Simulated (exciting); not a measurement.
NaH:

```xyz
2
Lattice="0.0000 2.4400 2.4400 2.4400 0.0000 2.4400 2.4400 2.4400 0.0000" Properties=species:S:1:pos:R:3 pbc="T T T"
Na    0.0000    0.0000    0.0000
H     2.4400    2.4400    2.4400
```

Base run:

- Program: exciting (release sodium)
- Functional: LDA
- Potentials or basis: all-electron LAPW+lo, shipped species files, valence relativity zora
- rgkmax: 5
- k mesh: 9 × 9 × 9
- Occupations: gaussian, width 0.1 eV
- Spin: no spin polarisation

Its results: band gap on the k mesh 3.67 eV, indirect (least direct gap 4.41 eV).

Q: The run is repeated on the same cell with these changes: functional from LDA to RPBE. What comes out?

A: Band gap on the k mesh 4.24 eV, indirect (least direct gap 4.90 eV).

Caveats: an odd mesh through Γ misses points on the zone boundary, where band edges often lie.
